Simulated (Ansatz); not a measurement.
# B: the cost of one run

Program: Ansatz 0.2.0. Level of theory: DFT PBE, scalar-relativistic, plane waves, PAW. These are calculated values, not measurements.

1 further run of the same task is left out (set aside as unsound or not needed).

**1. Starting point**

Symmetry: Pmma, No. 51, orthorhombic system. The conventional cell has a = 5.254 Å, b = 4.510 Å, c = 3.028 Å, α = 90.00°, β = 90.00°, γ = 90.00°. B (site symmetry m) has 5 B at 1.70 to 1.76 Å as nearest neighbours. Around B (site symmetry 2) lie 3 B at 1.61 to 1.70 Å.

Coordinates:

```cif
data_structure
_symmetry_space_group_name_H-M 'Pmma'
_symmetry_Int_Tables_number 51
_cell_length_a 5.2543
_cell_length_b 4.5098
_cell_length_c 3.0285
_cell_angle_alpha 90.000
_cell_angle_beta 90.000
_cell_angle_gamma 90.000
_cell_volume 71.76
loop_
_atom_site_label
_atom_site_type_symbol
_atom_site_symmetry_multiplicity
_atom_site_Wyckoff_symbol
_atom_site_fract_x
_atom_site_fract_y
_atom_site_fract_z
_atom_site_occupancy
B1 B 4 i 0.41635 0.00000 0.74914 1
B2 B 4 g 0.00000 0.32178 0.00000 1
```

The cell was relaxed beforehand at this level, from a generated guess; it needn't be the stable form of this composition. At a tolerance of 0.05 Å it has space group Pmma (No. 51); it has 8.97 Å³/atom, an uncorrected energy of +0.61 eV/atom over the standard state.

**2. Static run: bands, density of states and charges**

input.yaml reads:

```yaml
crystal:
  lattice:
    - [5.2543248092, 0.0, 0.0]
    - [0.0, 4.5098109932, 0.0]
    - [0.0, 0.0, 3.0284887986]
  atoms:
    - { symbol: B, position: [0.4163497174, 0.0, 0.7491409316] }
    - { symbol: B, position: [0.0836502826, 0.0, 0.7491409316] }
    - { symbol: B, position: [0.5836502826, 0.0, 0.2508590684] }
    - { symbol: B, position: [0.9163497174, 0.0, 0.2508590684] }
    - { symbol: B, position: [0.0, 0.3217839388, 0.0] }
    - { symbol: B, position: [0.5, 0.6782160612, 0.0] }
    - { symbol: B, position: [0.0, 0.6782160612, 0.0] }
    - { symbol: B, position: [0.5, 0.3217839388, 0.0] }
basis:
  ecutwfc: 420
kpoints:
  mp_grid: { grid: [8, 8, 12] }
  band_path:
    path:
      - [[0.0, 0.0, 0.0], [0.5, 0.0, 0.0], [0.5, 0.5, 0.0], [0.0, 0.5, 0.0], [0.0, 0.0, 0.0], [0.0, 0.0, 0.5], [0.5, 0.0, 0.5], [0.5, 0.5, 0.5], [0.0, 0.5, 0.5], [0.0, 0.0, 0.5]]
      - [[0.5, 0.0, 0.0], [0.5, 0.0, 0.5]]
      - [[0.0, 0.5, 0.0], [0.0, 0.5, 0.5]]
      - [[0.5, 0.5, 0.0], [0.5, 0.5, 0.5]]
    npoints: 14
hamiltonian:
  xc: pbe
scf:
  occupations: { method: gaussian, width: 0.1 }
  n_extra_bands: 20
output:
  forces: true
  stress: true
  eigenvalues: true
  populations: true
  dos: { projected: true, de: 0.02, nscf_kmesh: { grid: [10, 10, 15] } }
  bader: true
  write_density: true
  write_potential: true
  elf: true
  volumetric_format: npy
```

Run with:

```sh
$ ansatz run input.yaml --threads 1 --pin off --max-ram 2560MiB --backend cpu --events-out ev --progress --plain --runs-dir out
```

Q: Estimate wall time and peak memory on 1 thread of Arm Neoverse V1, shared host.

About 2.7 min, with a peak of 0.63 GiB.
